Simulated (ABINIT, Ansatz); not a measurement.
**BaS (Fm-3m): third-order response**

Which lines does BaS (Fm-3m) show in Raman and infrared spectra?

Program: ABINIT 10.8.3. Level of theory: DFT LDA, scalar-relativistic, plane waves, PseudoDojo norm-conserving pseudopotentials. Results are calculated unless marked as measured.

**1. Starting point**

The structure is cubic, space group Fm-3m (No. 225). Conventional cell: a = 6.388 Å, b = 6.388 Å, c = 6.388 Å, α = 90.00°, β = 90.00°, γ = 90.00°. Nearest to Ba lie 6 S at 3.19 Å. Nearest to S lie 6 Ba at 3.19 Å. Farther neighbours and most contacts between anions are not listed.

**2. A first look**

A first run with smearing and empty bands tells whether the crystal has a gap, which decides between fixed occupations and smearing later on.

probe.abi reads:

```
# ground state
tolvrs 1.0d-08
prtden 1
prtwf 1

# basis, mesh and filling
ecut 21.5
ngkpt 6 6 6
nshiftk 1
shiftk 0.0 0.0 0.0
istwfk *1
occopt 7
tsmear 0.005
nband 14
nstep 100
diemac 9.0
prtebands 0
prtgsr 0

# cell and atoms
acell 8.53522123 8.53522123 8.53522123
rprim 
    -0.7071067812 0.0 0.7071067812
    0.0 0.7071067812 0.7071067812
    -0.7071067812 0.7071067812 0.0
ntypat 2
znucl 56 16
natom 2
typat 1 2
xred 
    0.0 0.0 0.0
    0.5 0.5 0.5
pp_dirpath "./pseudo"
pseudos "Ba.upf, S.upf"
```

Started as:

```sh
OMP_NUM_THREADS=1 mpirun -n 2 abinit probe.abi > probe.log
```

Numbers of over 12 decimals in the logs are rounded to 6 here.

probe.abo, the main output file:

```text
[banners, grids, parts of the stress and lines that vanish by symmetry left out]
- input  file    -> probe.abi
- output file    -> probe.abo
- root for input  files -> probei
[...]
Symmetries : space group Fm -3 m (#225); Bravais cF (face-center cubic)
[...]
mpw =        2121          nfft =       46656          nkpt =          16
[...]
== DATASET  1 ==================================================================
[...]
cutoff_energies: {ecut:  21.5, pawecutdg:  -1.0, }
[...]
ETOT  1  -39.345344593938    -3.935E+01 4.409E-02 1.125E+02
 ETOT  2  -39.373072095343    -2.773E-02 2.278E-03 3.912E+01
 ETOT  3  -39.384068260038    -1.100E-02 1.071E-03 2.404E-01
 ETOT  4  -39.384136253603    -6.799E-05 2.402E-04 2.317E-03
 ETOT  5  -39.384136815291    -5.617E-07 3.534E-04 1.287E-04
 ETOT  6  -39.384136844994    -2.970E-08 1.518E-04 5.036E-06
 ETOT  7  -39.384136846323    -1.329E-09 1.280E-04 2.214E-07
 ETOT  8  -39.384136846384    -6.123E-11 9.633E-05 6.356E-10
 At SCF step    8       vres2   =  6.36E-10 < tolvrs=  1.00E-08 =>converged.
[...]
sigma(1 1)=  7.56328302E-05  sigma(3 2)=  0.00000000E+00
  sigma(2 2)=  7.56328302E-05  sigma(3 1)=  0.00000000E+00
  sigma(3 3)=  7.56328302E-05  sigma(2 1)=  0.00000000E+00
[...]
convergence: {deltae: -6.123E-11, res2:  6.356E-10, residm:  9.633E-05, diffor: null, }
etotal    :  -3.93841368E+01
[...]
sigma(1 1)=  7.56328302E-05  sigma(3 2)=  0.00000000E+00
  sigma(2 2)=  7.56328302E-05  sigma(3 1)=  0.00000000E+00
  sigma(3 3)=  7.56328302E-05  sigma(2 1)=  0.00000000E+00
[...]
- sigma(1 1)=  2.22519469E+00  sigma(3 2)=  0.00000000E+00
- sigma(2 2)=  2.22519469E+00  sigma(3 1)=  0.00000000E+00
- sigma(3 3)=  2.22519469E+00  sigma(2 1)=  0.00000000E+00
[...]
fcart     -0.0000000000E+00 -0.0000000000E+00 -0.0000000000E+00
           strten      7.5632830223E-05  7.5632830223E-05  7.5632830223E-05
================================================================================

[key lines of the parts left out:]
pressure_GPa:  -2.2252E+00
```

It took 13 s on 2 MPI ranks of Arm Neoverse N1, shared host; 26 s of CPU time.

Numbers from this step:

```
volume per atom   : 32.58 Å³
pressure          : -2.225 GPa
gap on the k-mesh : 1.948 eV
```

A gap of 1.9 eV opens on this mesh, so the crystal is taken as an insulator; the printed pressure holds the stress of the finite basis too.

**3. Relaxing the cell and atoms**

Frequencies change by per cents with a per cent of volume, so the structure is first brought to rest at this level of theory.

relax.abi reads:

```
# relaxation
ionmov 2
optcell 2
ecutsm 0.5
dilatmx 1.08
ntime 40
tolmxf 1.0d-05
tolvrs 1.0d-14
prtwf 0
prtden 0
chksymtnons 0

# basis, mesh and filling
ecut 21.5
ngkpt 6 6 6
nshiftk 1
shiftk 0.0 0.0 0.0
istwfk *1
occopt 1
nband 8
nstep 100
diemac 9.0
prtebands 0
prtgsr 0

# cell and atoms
acell 8.53522123 8.53522123 8.53522123
rprim 
    -0.7071067812 0.0 0.7071067812
    0.0 0.7071067812 0.7071067812
    -0.7071067812 0.7071067812 0.0
ntypat 2
znucl 56 16
natom 2
typat 1 2
xred 
    0.0 0.0 0.0
    0.5 0.5 0.5
pp_dirpath "./pseudo"
pseudos "Ba.upf, S.upf"
```

Started as:

```sh
OMP_NUM_THREADS=1 mpirun -n 2 abinit relax.abi > relax.log
```

relax.abo, the main output file:

```text
[banners, grids, parts of the stress and lines that vanish by symmetry left out]
- input  file    -> relax.abi
- output file    -> relax.abo
- root for input  files -> relaxi
[...]
Symmetries : space group Fm -3 m (#225); Bravais cF (face-center cubic)
[...]
mpw =        2685          nfft =       64000          nkpt =          16
[...]
== DATASET  1 ==================================================================
[...]
cutoff_energies: {ecut:  21.5, pawecutdg:  -1.0, }
[...]
ETOT  1  -39.350242149804    -3.935E+01 1.703E-02 1.472E+02
 ETOT  2  -39.374218677382    -2.398E-02 1.903E-05 4.747E+01
 ETOT  3  -39.384059107974    -9.840E-03 1.590E-04 3.879E-01
 ETOT  4  -39.384126693848    -6.759E-05 1.904E-06 1.849E-03
 ETOT  5  -39.384126913674    -2.198E-07 1.350E-08 1.707E-04
[...]
At SCF step   11       vres2   =  8.22E-16 < tolvrs=  1.00E-14 =>converged.
[...]
sigma(1 1)=  7.43368811E-05  sigma(3 2)=  0.00000000E+00
  sigma(2 2)=  7.43368811E-05  sigma(3 1)=  0.00000000E+00
  sigma(3 3)=  7.43368811E-05  sigma(2 1)=  0.00000000E+00
[...]
convergence: {deltae: -4.263E-13, res2:  8.218E-16, residm:  3.913E-18, diffor: null, }
etotal    :  -3.93841269E+01
[...]
ETOT  1  -39.384291252423    -3.938E+01 8.222E-08 2.706E-01
[...]
At SCF step    9       vres2   =  1.08E-15 < tolvrs=  1.00E-14 =>converged.
[...]
sigma(1 1)=  6.50719907E-05  sigma(3 2)=  0.00000000E+00
  sigma(2 2)=  6.50719907E-05  sigma(3 1)=  0.00000000E+00
  sigma(3 3)=  6.50719907E-05  sigma(2 1)=  0.00000000E+00
[...]
convergence: {deltae: -1.791E-12, res2:  1.081E-15, residm:  4.032E-19, diffor: null, }
etotal    :  -3.93843316E+01
[...]
ETOT  1  -39.383310529350    -3.938E+01 7.579E-06 1.136E+01
[...]
At SCF step   10       vres2   =  4.32E-17 < tolvrs=  1.00E-14 =>converged.
[...]
sigma(1 1)= -5.80205205E-06  sigma(3 2)=  0.00000000E+00
  sigma(2 2)= -5.80205205E-06  sigma(3 1)=  0.00000000E+00
  sigma(3 3)= -5.80205205E-06  sigma(2 1)=  0.00000000E+00
[...]
convergence: {deltae:  2.558E-13, res2:  4.316E-17, residm:  1.985E-19, diffor: null, }
etotal    :  -3.93849304E+01
[...]
ETOT  1  -39.384924075792    -3.938E+01 5.264E-10 7.200E-02
[...]
At SCF step    9       vres2   =  1.38E-16 < tolvrs=  1.00E-14 =>converged.
[...]
sigma(1 1)=  3.57714525E-07  sigma(3 2)=  0.00000000E+00
  sigma(2 2)=  3.57714525E-07  sigma(3 1)=  0.00000000E+00
  sigma(3 3)=  3.57714525E-07  sigma(2 1)=  0.00000000E+00
[...]
convergence: {deltae: -2.629E-13, res2:  1.375E-16, residm:  1.312E-19, diffor: null, }
etotal    :  -3.93849345E+01
[...]
ETOT  1  -39.384934461399    -3.938E+01 2.150E-10 2.440E-04
[...]
ETOT  6  -39.384934496618     1.336E-12 6.346E-16 2.431E-12
 ETOT  7  -39.384934496619    -9.805E-13 5.671E-18 6.690E-15
 At SCF step    7       vres2   =  6.69E-15 < tolvrs=  1.00E-14 =>converged.
[...]
sigma(1 1)=  2.52777461E-09  sigma(3 2)=  0.00000000E+00
  sigma(2 2)=  2.52777461E-09  sigma(3 1)=  0.00000000E+00
  sigma(3 3)=  2.52777461E-09  sigma(2 1)=  0.00000000E+00
[...]
convergence: {deltae: -9.805E-13, res2:  6.690E-15, residm:  5.671E-18, diffor: null, }
etotal    :  -3.93849345E+01
[...]
At Broyd/MD step   5, gradients are converged :
[...]
sigma(1 1)=  2.52777461E-09  sigma(3 2)=  0.00000000E+00
  sigma(2 2)=  2.52777461E-09  sigma(3 1)=  0.00000000E+00
  sigma(3 3)=  2.52777461E-09  sigma(2 1)=  0.00000000E+00
[...]
- sigma(1 1)=  7.43696966E-05  sigma(3 2)=  0.00000000E+00
- sigma(2 2)=  7.43696966E-05  sigma(3 1)=  0.00000000E+00
- sigma(3 3)=  7.43696966E-05  sigma(2 1)=  0.00000000E+00
[...]
fcart     -0.0000000000E+00 -0.0000000000E+00 -0.0000000000E+00
           strten      2.5277746077E-09  2.5277746090E-09  2.5277746090E-09
================================================================================

[key lines of the parts left out:]
pressure_GPa:  -7.4370E-05
Total energy (etotal) [Ha]= -3.93849344966187E+01
```

It took 48 s on 2 MPI ranks; 96 s of CPU time.

Step by step:

```tsv
step	energy less that of the first step (eV)	largest force (eV/Å)	volume (Å³)
1	0.0000	0.0000	65.15
2	-0.0056	0.0000	64.72
3	-0.0219	0.0000	61.87
4	-0.0220	0.0000	62.09
5	-0.0220	0.0000	62.08
```

```tsv
conventional cell, symmetrised	before	after	change
a (Å)	6.388	6.285	-1.6 %
b (Å)	6.388	6.285	-1.6 %
c (Å)	6.388	6.285	-1.6 %
volume (Å³/atom)	32.58	31.04	-4.7 %
```

The relaxed structure:

```
Ba S
1.0
    -3.14267    0.00000    3.14267
     0.00000    3.14267    3.14267
    -3.14267    3.14267    0.00000
Ba S
1 1
Direct
  0.00000 0.00000 0.00000
  0.50000 0.50000 0.50000
```

Numbers from this step:

| Item | Value |
| --- | --- |
| volume per atom | 31.04 Å³ |
| pressure | -7.44e-5 GPa |

The volume changes by -4.7 % in this run and stands -4.7 % from the first cell.

**4. Self-consistent run for the response**

First-order wavefunctions inherit every error of the ground state, hence the very tight tolvrs. The mesh is shifted off Γ, since shifted meshes converge sums over the zone faster.

gs.abi reads:

```
# ground state
tolvrs 1.0d-16
prtden 1
prtwf 1

# basis, mesh and filling
ecut 21.5
ngkpt 4 4 4
nshiftk 4
shiftk 
    0.5 0.5 0.5
    0.5 0.0 0.0
    0.0 0.5 0.0
    0.0 0.0 0.5
istwfk *1
occopt 1
nband 8
nstep 100
diemac 9.0
prtebands 0
prtgsr 0

# cell and atoms
acell 8.398720557 8.398720557 8.398720557
rprim 
    -0.7071067812 0.0 0.7071067812
    0.0 0.7071067812 0.7071067812
    -0.7071067812 0.7071067812 0.0
ntypat 2
znucl 56 16
natom 2
typat 1 2
xred 
    0.0 0.0 0.0
    0.5 0.5 0.5
pp_dirpath "./pseudo"
pseudos "Ba.upf, S.upf"
```

Started as:

```sh
OMP_NUM_THREADS=1 mpirun -n 2 abinit gs.abi > gs.log
```

gs.abo, the main output file:

```text
[banners, grids, parts of the stress and lines that vanish by symmetry left out]
- input  file    -> gs.abi
- output file    -> gs.abo
- root for input  files -> gsi
[...]
Symmetries : space group Fm -3 m (#225); Bravais cF (face-center cubic)
[...]
mpw =        2003          nfft =       46656          nkpt =          10
[...]
== DATASET  1 ==================================================================
[...]
cutoff_energies: {ecut:  21.5, pawecutdg:  -1.0, }
[...]
ETOT  1  -39.348035160693    -3.935E+01 4.486E-02 9.118E+01
 ETOT  2  -39.378894719075    -3.086E-02 8.271E-06 2.194E+01
 ETOT  3  -39.384904380444    -6.010E-03 1.269E-04 4.268E-01
 ETOT  4  -39.385004493317    -1.001E-04 3.431E-06 7.105E-03
 ETOT  5  -39.385006085973    -1.593E-06 7.338E-08 2.950E-04
[...]
ETOT 11  -39.385006158305    -4.121E-13 5.931E-19 3.301E-16
 ETOT 12  -39.385006158305    -1.279E-13 5.719E-21 4.047E-18
 At SCF step   12       vres2   =  4.05E-18 < tolvrs=  1.00E-16 =>converged.
[...]
sigma(1 1)=  1.90380106E-06  sigma(3 2)=  0.00000000E+00
  sigma(2 2)=  1.90380106E-06  sigma(3 1)=  0.00000000E+00
  sigma(3 3)=  1.90380106E-06  sigma(2 1)=  0.00000000E+00
[...]
convergence: {deltae: -1.279E-13, res2:  4.047E-18, residm:  5.719E-21, diffor: null, }
etotal    :  -3.93850062E+01
[...]
sigma(1 1)=  1.90380106E-06  sigma(3 2)=  0.00000000E+00
  sigma(2 2)=  1.90380106E-06  sigma(3 1)=  0.00000000E+00
  sigma(3 3)=  1.90380106E-06  sigma(2 1)=  0.00000000E+00
[...]
- sigma(1 1)=  5.60117609E-02  sigma(3 2)=  0.00000000E+00
- sigma(2 2)=  5.60117609E-02  sigma(3 1)=  0.00000000E+00
- sigma(3 3)=  5.60117609E-02  sigma(2 1)=  0.00000000E+00
[...]
fcart     -0.0000000000E+00 -0.0000000000E+00 -0.0000000000E+00
           strten      1.9038010570E-06  1.9038010570E-06  1.9038010570E-06
================================================================================

[key lines of the parts left out:]
pressure_GPa:  -5.6012E-02
```

It took 7.9 s on 2 MPI ranks.

Read from the output:

```yaml
pressure: -0.05601 GPa
```

The cell stands at -0.056 GPa, close enough for phonons.

**5. Empty bands**

Empty bands on the ground state's density check that the gap assumed so far is there in this cell.

gap.abi reads:

```
# empty bands on the ground state's density
iscf -2
getden_filepath "gso_DEN"
tolwfr 1.0d-12
nbdbuf 2
prtwf 0

# basis, mesh and filling
ecut 21.5
ngkpt 6 6 6
nshiftk 1
shiftk 0.0 0.0 0.0
istwfk *1
occopt 1
nband 12
nstep 100
diemac 9.0
prtebands 0
prtgsr 0

# cell and atoms
acell 8.398720557 8.398720557 8.398720557
rprim 
    -0.7071067812 0.0 0.7071067812
    0.0 0.7071067812 0.7071067812
    -0.7071067812 0.7071067812 0.0
ntypat 2
znucl 56 16
natom 2
typat 1 2
xred 
    0.0 0.0 0.0
    0.5 0.5 0.5
pp_dirpath "./pseudo"
pseudos "Ba.upf, S.upf"
```

Started as:

```sh
OMP_NUM_THREADS=1 mpirun -n 2 abinit gap.abi > gap.log
```

gap.abo, the main output file:

```text
[banners, grids, parts of the stress and lines that vanish by symmetry left out]
- input  file    -> gap.abi
- output file    -> gap.abo
- root for input  files -> gapi
[...]
Symmetries : space group Fm -3 m (#225); Bravais cF (face-center cubic)
[...]
mpw =        2012          nfft =       46656          nkpt =          16
[...]
== DATASET  1 ==================================================================
[...]
cutoff_energies: {ecut:  21.5, pawecutdg:  -1.0, }
[...]
-outvars: echo values of variables after computation
            acell      8.3987205570E+00  8.3987205570E+00  8.3987205570E+00 Bohr
================================================================================
```

The job ended after 8.9 s (2 MPI ranks).

Numbers from this step:

| Property | Result |
| --- | --- |
| gap on the k-mesh | 1.863 eV |

In this cell the gap on the mesh is 1.9 eV, indirect (smallest direct 2.0 eV), so fixed occupations hold.

[end of part 1 of 3]

[Host names and launcher messages were left out of these logs when they were recorded.]

[Logs are printed without paths, hosts, clocks, repeated set-up lines and the standing remarks that a program may print on its own settings, such as how far it seeks lower states.]

[Hosts, paths, dates, database ids (printed as entryN), source tags and the programs' standing remarks are cut or masked in the printed files.]
